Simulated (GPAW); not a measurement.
# AlRu (Pm-3m) in GPAW: notebook

One crystal, AlRu, is run at these levels: PBE, LDA, PBEsol; tasks: band structure.

Everything below comes from runs of GPAW 26.7.0. Logs are shortened: lines on timing, memory, paths and dates and some standing lists are left out, and cuts for length are marked. The log counts tension as positive stress, the text compression.

## Step 1: The structure

Symmetry: Pm-3m, No. 221, cubic system. Conventional cell: a = 2.992 Å, b = 2.992 Å, c = 2.992 Å, α = 90.00°, β = 90.00°, γ = 90.00°. Around Ru (site symmetry m-3m) lie 8 Al at 2.59 Å. Al (site symmetry m-3m) has 8 Ru at 2.59 Å as nearest neighbours.

## Step 2: Band structure, PBE

Input file run.py:

```python
from ase.dft.bandgap import bandgap
from ase.io import read, write
from ase.units import GPa
from gpaw import GPAW, PW

atoms = read('POSCAR')

calc = GPAW(mode=PW(600),
            xc='PBE',
            kpts={'size': (9, 9, 9), 'gamma': True},
            occupations={'name': 'fermi-dirac', 'width': 0.05},
            nbands=20,
            convergence={'density': 1e-05, 'energy': 1e-05},
            maxiter=150,
            txt='gpaw.txt')
atoms.calc = calc
energy = atoms.get_potential_energy()
forces = atoms.get_forces()
stress = atoms.get_stress()
calc.write('gs.gpw')
write('result.traj', atoms)
print(f'Energy: {energy:.6f} eV')
print('Forces (eV/A):')
print(forces.round(4))
print('Stress (GPa):', (stress / GPa).round(3))
print('Fermi level:', round(calc.get_fermi_level(), 4), 'eV')
print(f'Gap: {bandgap(calc)[0]:.4f} eV, direct: {bandgap(calc, direct=True)[0]:.4f} eV')

path = atoms.cell.bandpath('GXMGRX,MR', npoints=100, eps=1e-4)
bs_calc = calc.fixed_density(kpts=path, symmetry='off', nbands=30,
                             convergence={'bands': 'CBM+6.0', 'eigenstates': 1e-6}, txt='bands.txt')
bs = bs_calc.band_structure()
bs.write('bs.json')
print(f'Gap on the path: {bandgap(bs_calc)[0]:.4f} eV')
```

Input file POSCAR:

```
AlRu
1.0
    2.9916000000      0.0000000000      0.0000000000
    0.0000000000      2.9916000000      0.0000000000
    0.0000000000      0.0000000000      2.9916000000
Ru Al
1 1
Direct
    0.5000000000      0.5000000000      0.5000000000
    0.0000000000      0.0000000000      0.0000000000
```

Potentials or basis: GPAW PAW data sets (gpaw-data 1.2.1), pw.

Command:

```console
$ OMP_NUM_THREADS=1 python run.py
```

gpaw.txt:

```text
__  _  _
 | _ |_)|_||  |
 |__||  | ||/\| - 26.7.0

Input parameters:
  mode=PW(ecut=600.0),
  convergence={'density': 1e-05, 'energy': 1e-05},
  kpts=MonkhorstPack(size=(9, 9, 9), gamma=True),
  maxiter=150,
  nbands=20,
  occupations=Occupations(name='fermi-dirac', width=0.05),
  xc=XC(name='PBE')

Diagonalizing LCAO Hamiltonian
Converting LCAO to pw mode
   .------.
  /|      |
 * |      |
 | |  Ru  |
 | .------.
 |/      /
 Al-----*

Atoms  # Å, Bohr magnetons
|   | symbol |        x |        y |        z |    initial magnetic moments |
|---|--------|----------|----------|----------|-----------------------------|
| 0 |     Ru | 1.495800 | 1.495800 | 1.495800 | ( 0.0000,  0.0000,  0.0000) |
| 1 |     Al | 0.000000 | 0.000000 | 0.000000 | ( 0.0000,  0.0000,  0.0000) |

Unit cell  # Å
| periodic |        x |        y |        z |  lengths |    angles |
|----------|----------|----------|----------|----------|-----------|
|      yes | 2.991600 | 0.000000 | 0.000000 | 2.991600 | 90.000000 |
|      yes | 0.000000 | 2.991600 | 0.000000 | 2.991600 | 90.000000 |
|      yes | 0.000000 | 0.000000 | 2.991600 | 2.991600 | 90.000000 |

Number of symmetries: 48
Symmetry operations  # r_c * U_cc + t_c -> r_c
|    | kind |            matrix            |
|----|------|------------------------------|
|  0 |  E   |  1, 0, 0,  0, 1, 0,  0, 0, 1 |
|  1 |  σ   |  1, 0, 0,  0, 1, 0,  0, 0,-1 |
|  2 |  σ   |  1, 0, 0,  0, 0, 1,  0, 1, 0 |
|  3 |  C4  |  1, 0, 0,  0, 0, 1,  0,-1, 0 |
|  4 |  C4  |  1, 0, 0,  0, 0,-1,  0, 1, 0 |
|  5 |  σ   |  1, 0, 0,  0, 0,-1,  0,-1, 0 |
|  6 |  σ   |  1, 0, 0,  0,-1, 0,  0, 0, 1 |
|  7 |  C2  |  1, 0, 0,  0,-1, 0,  0, 0,-1 |
|  8 |  σ   |  0, 1, 0,  1, 0, 0,  0, 0, 1 |
|  9 |  C2  |  0, 1, 0,  1, 0, 0,  0, 0,-1 |
| 10 |  C3  |  0, 1, 0,  0, 0, 1,  1, 0, 0 |
| 11 |  S6  |  0, 1, 0,  0, 0, 1, -1, 0, 0 |
| 12 |  S6  |  0, 1, 0,  0, 0,-1,  1, 0, 0 |
| 13 |  C3  |  0, 1, 0,  0, 0,-1, -1, 0, 0 |
| 14 |  C4  |  0, 1, 0, -1, 0, 0,  0, 0, 1 |
| 15 |  S4  |  0, 1, 0, -1, 0, 0,  0, 0,-1 |
| 16 |  C3  |  0, 0, 1,  1, 0, 0,  0, 1, 0 |
| 17 |  S6  |  0, 0, 1,  1, 0, 0,  0,-1, 0 |
| 18 |  σ   |  0, 0, 1,  0, 1, 0,  1, 0, 0 |
| 19 |  C4  |  0, 0, 1,  0, 1, 0, -1, 0, 0 |
| 20 |  C2  |  0, 0, 1,  0,-1, 0,  1, 0, 0 |
| 21 |  S4  |  0, 0, 1,  0,-1, 0, -1, 0, 0 |
| 22 |  S6  |  0, 0, 1, -1, 0, 0,  0, 1, 0 |
| 23 |  C3  |  0, 0, 1, -1, 0, 0,  0,-1, 0 |
| 24 |  S6  |  0, 0,-1,  1, 0, 0,  0, 1, 0 |
| 25 |  C3  |  0, 0,-1,  1, 0, 0,  0,-1, 0 |
| 26 |  C4  |  0, 0,-1,  0, 1, 0,  1, 0, 0 |
| 27 |  σ   |  0, 0,-1,  0, 1, 0, -1, 0, 0 |
| 28 |  S4  |  0, 0,-1,  0,-1, 0,  1, 0, 0 |
| 29 |  C2  |  0, 0,-1,  0,-1, 0, -1, 0, 0 |
| 30 |  C3  |  0, 0,-1, -1, 0, 0,  0, 1, 0 |
| 31 |  S6  |  0, 0,-1, -1, 0, 0,  0,-1, 0 |
| 32 |  C4  |  0,-1, 0,  1, 0, 0,  0, 0, 1 |
| 33 |  S4  |  0,-1, 0,  1, 0, 0,  0, 0,-1 |
| 34 |  S6  |  0,-1, 0,  0, 0, 1,  1, 0, 0 |
| 35 |  C3  |  0,-1, 0,  0, 0, 1, -1, 0, 0 |
| 36 |  C3  |  0,-1, 0,  0, 0,-1,  1, 0, 0 |
| 37 |  S6  |  0,-1, 0,  0, 0,-1, -1, 0, 0 |
| 38 |  σ   |  0,-1, 0, -1, 0, 0,  0, 0, 1 |
| 39 |  C2  |  0,-1, 0, -1, 0, 0,  0, 0,-1 |
| 40 |  σ   | -1, 0, 0,  0, 1, 0,  0, 0, 1 |
| 41 |  C2  | -1, 0, 0,  0, 1, 0,  0, 0,-1 |
| 42 |  C2  | -1, 0, 0,  0, 0, 1,  0, 1, 0 |
| 43 |  S4  | -1, 0, 0,  0, 0, 1,  0,-1, 0 |
| 44 |  S4  | -1, 0, 0,  0, 0,-1,  0, 1, 0 |
| 45 |  C2  | -1, 0, 0,  0, 0,-1,  0,-1, 0 |
| 46 |  C2  | -1, 0, 0,  0,-1, 0,  0, 0, 1 |
| 47 |  i   | -1, 0, 0,  0,-1, 0,  0, 0,-1 |

BZ-sampling:
  Number of BZ points: 729
  Number of IBZ points: 35

  Monkhorst-Pack size: [9, 9, 9]
  Monkhorst-Pack shift: [0, 0, 0]

K-points  # in reciprocal-cell coordinates
|     |                                coordinates |     weight |
|-----|--------------------------------------------|------------|
|   0 | (  0.00000000,   0.00000000,   0.00000000) | 0.00137174 |
|   1 | (  0.11111111,   0.00000000,   0.00000000) | 0.00823045 |
|   2 | (  0.11111111,   0.11111111,   0.00000000) | 0.01646091 |
|   3 | (  0.11111111,   0.11111111,   0.11111111) | 0.01097394 |
|   4 | (  0.22222222,   0.00000000,   0.00000000) | 0.00823045 |
|   5 | (  0.22222222,   0.11111111,   0.00000000) | 0.03292181 |
|   6 | (  0.22222222,   0.11111111,   0.11111111) | 0.03292181 |
|   7 | (  0.22222222,   0.22222222,   0.00000000) | 0.01646091 |
|   8 | (  0.22222222,   0.22222222,   0.11111111) | 0.03292181 |
|   9 | (  0.22222222,   0.22222222,   0.22222222) | 0.01097394 |
| ... |                                            |            |
|  34 | (  0.44444444,   0.44444444,   0.44444444) | 0.01097394 |

Plane wave coefficients: 922
Cutoff: 600.0 eV

Spin-components: 1 (collinear spins)
Bands:           20
Projectors:      11
Spin-degeneracy: 2
Datatype:        complex128

Parallelization:
  kpt:    1
  domain: 1
  band:   1

Density:
  Valence electrons: 19.0
  Components: 1
  Grid points: [18 18 18]
  Charge: 0.0  # |e|

Potential:
  Grid points: [18 18 18]

species:
  Ru:
    name:    Ruthenium
    Z:       44.0
    valence: 16
    core:    28
    charge:  0.0  # [|e|]
    compensation charges:
      type: gauss
      rc: 0.39  # [Å]
      lmax: 2
    cutoffs:
      filter: 2.16  # [Å]
      core: 1.30  # [Å]
    projectors
    | kind |    occ | energy [eV] | rcut [Å] |
    |------|--------|-------------|----------|
    |   4s |  2.000 |     -76.316 |    1.281 |
    |   5s |  1.000 |      -4.236 |    1.281 |
    |   4p |  6.000 |     -46.423 |    1.286 |
    |   5p |  0.000 |      -0.913 |    1.286 |
    |   4d |  7.000 |      -5.203 |    1.254 |
    |    d |        |      22.008 |    1.254 |

    Using partial waves for Ru as LCAO basis

  Al:
    name:    Aluminium
    Z:       13.0
    valence: 3
    core:    10
    charge:  0.0  # [|e|]
    compensation charges:
      type: gauss
      rc: 0.34  # [Å]
      lmax: 2
    cutoffs:
      filter: 1.91  # [Å]
      core: 2.36  # [Å]
    projectors
    | kind |    occ | energy [eV] | rcut [Å] |
    |------|--------|-------------|----------|
    |   3s |  2.000 |      -7.753 |    1.085 |
    |   3p |  1.000 |      -2.712 |    1.085 |
    |    s |        |      19.459 |    1.085 |
    |    p |        |      24.499 |    1.085 |
    |    d |        |       0.000 |    1.085 |

    Using partial waves for Al as LCAO basis

Reference energy: -129848.548248  # eV

eigensolver:
  PPCG
  Converge bands: occupied
  niter=2

density mixing:
  MSR1-Mixer
  Pratt-step length: 0.05
  Maximum mixing coefficient: 0.75
  Old densities: 10
  SVD Regularization: 0.005
  Good broyden scale: 1.0
  Trust region scale: 1.0
  Backstep threshold: 4.0
  History deletion threshold: 6.0
  Fourier metric: weight=20.0, sigma=0.015

occupation numbers:
  Fermi-Dirac:
    width: 0.0500  # eV

poisson solver:
  ecut: 4800.0  # eV

xc functional:
  name: PBE with 2 nearest neighbor stencil

convergence criteria:
- Maximum integral of absolute [dens]ity change: 1e-05 electrons / valence electron
- Maximum [total energy] change in last 3 cyles: 1e-05 eV / valence electron
- Maximum integral of absolute [eigenst]ate change: 4e-08 eV^2 / valence electron
maximum number of iterations: 150

SCF iterations
|iter     | |      energy | eigst |  dens |
|---------|-|-------------|-------|-------|
|iter:   1| |  -15.312967 | +0.38 |       |
|iter:   2| |  -15.022450 | -2.57 | -1.02 |
|iter:   3| |  -14.443761 | -1.77 | -1.08 |
|iter:   4| |  -14.437596 | -3.60 | -1.73 |
|iter:   5| |  -14.437830 | -3.40 | -1.92 |
|iter:   6| |  -14.437907 | -5.02 | -2.81 |
|iter:   7| |  -14.437948c| -5.62 | -3.26 |
|iter:   8| |  -14.437950c| -7.86c| -4.14 |
|iter:   9| |  -14.437950c| -7.62c| -4.68 |
|iter:  10| |  -14.437950c| -8.55c| -5.75c|

Converged in 10 steps
Energy contributions relative to reference atoms: (reference = -129848.548248)

Energy contributions:
  Kinetic:           5.499127
  Coulomb:          -5.608765
  Zero:             -0.214879
  External:          0.000000
  Xc:              -14.105806
  Entropy:          -0.015254
  Spinorbit:         0.000000
  ----------------------------
  Free energy:     -14.445577
  Extrapolated:    -14.437950

dipole moment: (-5.107077, -5.107077, -5.107077)  # |e|*Ang

Fermi level: 10.420
Eigenvalues  # (at kpt = [0.000, 0.000, 0.000])
| band index |      eig [eV] | occ [0-2] |
|------------|---------------|-----------|
|          0 |       -61.320 |     2.000 |
|          1 |       -31.300 |     2.000 |
|          2 |       -31.300 |     2.000 |
|          3 |       -31.300 |     2.000 |
|          4 |         0.839 |     2.000 |
|          5 |         6.937 |     2.000 |
|          6 |         6.937 |     2.000 |
|          7 |        10.658 |     0.017 |
|          8 |        10.658 |     0.017 |
|          9 |        10.658 |     0.017 |
|         10 |        16.587 |     0.000 |
|         11 |        16.587 |     0.000 |
|         12 |        16.587 |     0.000 |
|         13 |        21.425 |     0.000 |
|         14 |        21.425 |     0.000 |
|        ... |               |           |
|         19 |        32.158 |     0.000 |

No gap
No difference between direct/indirect transitions

Forces  # eV/Ang
|        x |        y |        z |
|----------|----------|----------|
| -0.00000 | -0.00000 | -0.00000 |  # Ru   0
|  0.00000 |  0.00000 |  0.00000 |  # Al   1

Stress tensor  # eV/Ang^3
|         x |         y |         z |
|-----------|-----------|-----------|
| -0.020003 |  0.000000 |  0.000000 |
|  0.000000 | -0.020003 |  0.000000 |
|  0.000000 |  0.000000 | -0.020003 |

# Writing to gs.gpw (mode='')
```

Wall time 37 s (1 thread of Arm Neoverse V1, shared host); peak memory 0.22 GiB.

Results:

- Free energy: -14.4456 eV
- Pressure: 3.2 GPa
- Band gap along the path: none (metal or under the smearing width)

Levels at the corners of the path, in eV from the Fermi level:
```csv
point,band 6,band 7,band 8,band 9,band 10,band 11,band 12,band 13
Γ,-3.48,-3.48,0.24,0.24,0.24,6.17,6.17,6.17
X,-5.41,-2.69,-1.53,-1.53,0.49,2.33,7.53,11.15
M,-2.97,-1.29,-1.29,-1.10,-1.10,1.56,5.38,6.28
Γ,-3.48,-3.48,0.24,0.24,0.24,6.17,6.17,6.17
R,-4.54,-4.54,1.66,1.66,2.64,4.23,4.23,4.23
X,-5.41,-2.69,-1.53,-1.53,0.49,2.33,7.53,11.15
M,-2.97,-1.29,-1.29,-1.10,-1.10,1.56,5.38,6.28
R,-4.54,-4.54,1.66,1.66,2.64,4.23,4.23,4.23
```

## Step 3: Band structure, PBE, spin-orbit coupling, no magnetisation

run.py, as its differences from that of step 2:

```diff
@@ -1 +1,2 @@
+import numpy as np
 from ase.dft.bandgap import bandgap
@@ -4,4 +5,5 @@
 from gpaw import GPAW, PW
+from gpaw.spinorbit import soc_eigenstates
 
-atoms = read('POSCAR')
+atoms = read('AlRu.xyz')
 
@@ -9,3 +11,3 @@
             xc='PBE',
-            kpts={'size': (9, 9, 9), 'gamma': True},
+            kpts={'size': (7, 7, 7), 'gamma': True},
             occupations={'name': 'fermi-dirac', 'width': 0.05},
@@ -28,3 +30,3 @@
 
-path = atoms.cell.bandpath('GXMGRX,MR', npoints=100, eps=1e-4)
+path = atoms.cell.bandpath('GXMGRX,MR', npoints=80, eps=1e-4)
 bs_calc = calc.fixed_density(kpts=path, symmetry='off', nbands=30,
@@ -34 +36,7 @@
 print(f'Gap on the path: {bandgap(bs_calc)[0]:.4f} eV')
+
+soc = soc_eigenstates(bs_calc, theta=90, phi=0)
+np.savetxt('soc_bands.dat', soc.eigenvalues(), fmt='%.4f')
+mesh = soc_eigenstates('gs.gpw', theta=90, phi=0)
+np.savetxt('soc_mesh.dat', mesh.eigenvalues(), fmt='%.4f')
+print('Fermi level with spin-orbit coupling:', round(mesh.fermi_level, 4), 'eV')
```

Input file AlRu.xyz:

```xyz
2
Lattice="2.9916000000 0.0000000000 0.0000000000 0.0000000000 2.9916000000 0.0000000000 0.0000000000 0.0000000000 2.9916000000" Properties=species:S:1:pos:R:3 pbc="T T T"
Ru     1.4958000000      1.4958000000      1.4958000000
Al     0.0000000000      0.0000000000      0.0000000000
```

Potentials or basis: GPAW PAW data sets (gpaw-data 1.2.1), pw.

Command:

```console
$ OMP_NUM_THREADS=1 python run.py
```

It took 29 s on 1 thread of Arm Neoverse V1, shared host; peak memory 0.24 GiB.

It converged, with:

| Item | Value |
| --- | --- |
| Free energy | -14.4567 eV |
| Pressure | 3.3 GPa |
| Band gap along the path | none (metal or under the smearing width) |

Levels at the corners of the path, in eV from the Fermi level:
| point | band 14 | band 15 | band 16 | band 17 | band 18 | band 19 | band 20 | band 21 | band 22 | band 23 |
| --- | --- | --- | --- | --- | --- | --- | --- | --- | --- | --- |
| Γ | -3.59 | 0.09 | 0.09 | 0.09 | 0.09 | 0.31 | 0.31 | 5.86 | 5.86 | 6.16 |
| X | -2.80 | -1.68 | -1.68 | -1.56 | -1.56 | 0.42 | 0.42 | 2.24 | 2.24 | 7.42 |
| M | -1.51 | -1.29 | -1.29 | -1.24 | -1.24 | -1.12 | -1.12 | 1.47 | 1.48 | 5.28 |
| Γ | -3.59 | 0.09 | 0.09 | 0.09 | 0.09 | 0.31 | 0.31 | 5.86 | 5.86 | 6.16 |
| R | -4.58 | 1.57 | 1.57 | 1.57 | 1.57 | 2.53 | 2.53 | 3.76 | 3.76 | 4.31 |
| X | -2.80 | -1.68 | -1.68 | -1.56 | -1.56 | 0.42 | 0.42 | 2.24 | 2.24 | 7.42 |
| M | -1.51 | -1.29 | -1.29 | -1.24 | -1.24 | -1.12 | -1.12 | 1.47 | 1.48 | 5.28 |
| R | -4.58 | 1.57 | 1.57 | 1.57 | 1.57 | 2.53 | 2.53 | 3.76 | 3.76 | 4.31 |

Caveat: spin-orbit coupling was added after a scalar SCF, so levels and gaps hold it while energy, forces, pressure and moments don't; this program's spin-orbit splittings come out too wide for heavy elements.

## Step 4: Band structure, LDA

Input file run.py:

```python
from ase import Atoms
from ase.dft.bandgap import bandgap
from ase.io import write
from ase.units import Bohr, GPa
from gpaw import GPAW, PW
from gpaw.elf import elf_from_dft_calculation

atoms = Atoms(['Ru', 'Al'],
              cell=[[2.9916, 0.0, 0.0],
                    [0.0, 2.9916, 0.0],
                    [0.0, 0.0, 2.9916]],
              scaled_positions=[[0.5, 0.5, 0.5],
                                [0.0, 0.0, 0.0]],
              pbc=True)

calc = GPAW(mode=PW(600),
            xc='LDA',
            kpts={'size': (9, 9, 9), 'gamma': True},
            occupations={'name': 'fermi-dirac', 'width': 0.05},
            nbands=20,
            convergence={'density': 1e-05, 'energy': 1e-05},
            maxiter=150,
            txt='gpaw.txt')
atoms.calc = calc
energy = atoms.get_potential_energy()
forces = atoms.get_forces()
stress = atoms.get_stress()
calc.write('gs.gpw')
write('result.traj', atoms)
print(f'Energy: {energy:.6f} eV')
print('Forces (eV/A):')
print(forces.round(4))
print('Stress (GPa):', (stress / GPa).round(3))
print('Fermi level:', round(calc.get_fermi_level(), 4), 'eV')
print(f'Gap: {bandgap(calc)[0]:.4f} eV, direct: {bandgap(calc, direct=True)[0]:.4f} eV')

# fields on the real-space grid
write('density.cube', atoms, data=calc.get_pseudo_density() * Bohr**3)
write('potential.cube', atoms, data=calc.get_electrostatic_potential())
write('elf.cube', atoms, data=elf_from_dft_calculation(calc).data)

path = atoms.cell.bandpath('GXMGRX,MR', npoints=100, eps=1e-4)
bs_calc = calc.fixed_density(kpts=path, symmetry='off', nbands=30,
                             convergence={'bands': 'CBM+6.0', 'eigenstates': 1e-6}, txt='bands.txt')
bs = bs_calc.band_structure()
bs.write('bs.json')
print(f'Gap on the path: {bandgap(bs_calc)[0]:.4f} eV')
```

Potentials or basis: the program's PAW data sets (release 1.2.1) made for this functional, pw.

Command:

```console
$ OMP_NUM_THREADS=1 python run.py
```

Run time: 37 s. Hardware: 1 thread of Arm Neoverse V1, shared host; peak memory 0.22 GiB.

Results (log left out):

```yaml
Free_energy: -16.3936 eV
Pressure: -7.6 GPa
Band_gap_along_the_path: none (metal or under the smearing width)
```

Levels at the corners of the path, in eV from the Fermi level:
```
point  band 5  band 6  band 7  band 8  band 9  band 10  band 11  band 12  band 13
    Γ   -9.59   -3.51   -3.51    0.24    0.24     0.24     6.10     6.10     6.10
    X   -5.76   -5.40   -2.72   -1.53   -1.53     0.50     2.30     7.59    11.09
    M   -5.95   -3.02   -1.27   -1.27   -1.10    -1.10     1.54     5.30     6.26
    Γ   -9.59   -3.51   -3.51    0.24    0.24     0.24     6.10     6.10     6.10
    R   -4.53   -4.53   -4.53    1.64    1.64     2.53     4.21     4.21     4.21
    X   -5.76   -5.40   -2.72   -1.53   -1.53     0.50     2.30     7.59    11.09
    M   -5.95   -3.02   -1.27   -1.27   -1.10    -1.10     1.54     5.30     6.26
    R   -4.53   -4.53   -4.53    1.64    1.64     2.53     4.21     4.21     4.21
```

## Step 5: Band structure, PBEsol

run.py, as its differences from that of step 4:

```diff
@@ -3,5 +3,6 @@
 from ase.io import write
-from ase.units import Bohr, GPa
-from gpaw import GPAW, PW
-from gpaw.elf import elf_from_dft_calculation
+from ase.units import GPa
+from gpaw import GPAW, PW, setup_paths
+
+setup_paths.insert(0, '.')
 
@@ -16,3 +17,3 @@
 calc = GPAW(mode=PW(600),
-            xc='LDA',
+            xc='PBEsol',
             kpts={'size': (9, 9, 9), 'gamma': True},
@@ -36,7 +37,2 @@
 
-# fields on the real-space grid
-write('density.cube', atoms, data=calc.get_pseudo_density() * Bohr**3)
-write('potential.cube', atoms, data=calc.get_electrostatic_potential())
-write('elf.cube', atoms, data=elf_from_dft_calculation(calc).data)
-
 path = atoms.cell.bandpath('GXMGRX,MR', npoints=100, eps=1e-4)
```

Potentials or basis: PAW data sets generated in the run's folder for this functional, pw.

Command:

```console
$ gpaw-setup -f PBEsol Al Ru
$ OMP_NUM_THREADS=1 python run.py
```

It took 41 s on 1 thread of Arm Neoverse V1, shared host; peak memory 0.22 GiB.

Results (log left out):

```yaml
Free_energy: -15.7054 eV
Pressure: -2.6 GPa
Band_gap_along_the_path: none (metal or under the smearing width)
```

Levels at the corners of the path, in eV from the Fermi level:
```csv
point,band 6,band 7,band 8,band 9,band 10,band 11,band 12,band 13
Γ,-3.51,-3.51,0.25,0.25,0.25,6.15,6.15,6.15
X,-5.40,-2.71,-1.53,-1.53,0.50,2.32,7.54,11.12
M,-3.01,-1.30,-1.30,-1.10,-1.10,1.56,5.34,6.31
Γ,-3.51,-3.51,0.25,0.25,0.25,6.15,6.15,6.15
R,-4.54,-4.54,1.65,1.65,2.65,4.19,4.19,4.19
X,-5.40,-2.71,-1.53,-1.53,0.50,2.32,7.54,11.12
M,-3.01,-1.30,-1.30,-1.10,-1.10,1.56,5.34,6.31
R,-4.54,-4.54,1.65,1.65,2.65,4.19,4.19,4.19
```

## Step 6: Overview

| level | potentials or basis | spin | k mesh | band points | spin axis theta (degrees) | spin axis phi (degrees) | soc after scf | pressure (GPa) |
| --- | --- | --- | --- | --- | --- | --- | --- | --- |
| PBE | GPAW PAW data sets (gpaw-data 1.2.1), pw | off | 9 × 9 × 9 | 100 | - | - | - | 3.2 |
| PBE | GPAW PAW data sets (gpaw-data 1.2.1), pw | SOC, no magnetisation | 7 × 7 × 7 | 80 | 90 | 0 | second variation | 3.3 |
| LDA | the program's PAW data sets (release 1.2.1) made for this functional, pw | off | 9 × 9 × 9 | 100 | - | - | - | -7.6 |
| PBEsol | PAW data sets generated in the run's folder for this functional, pw | off | 9 × 9 × 9 | 100 | - | - | - | -2.6 |

Alike in all rows: task band structure; cell as given; cutoff (eV) 600; smearing fermi-dirac 0.05 eV.

Caveats: spin-orbit coupling was added after a scalar SCF, so levels and gaps hold it while energy, forces, pressure and moments don't (some runs); this program's spin-orbit splittings come out too wide for heavy elements (some runs).

Absolute energies hang on the potentials; compare differences alone.
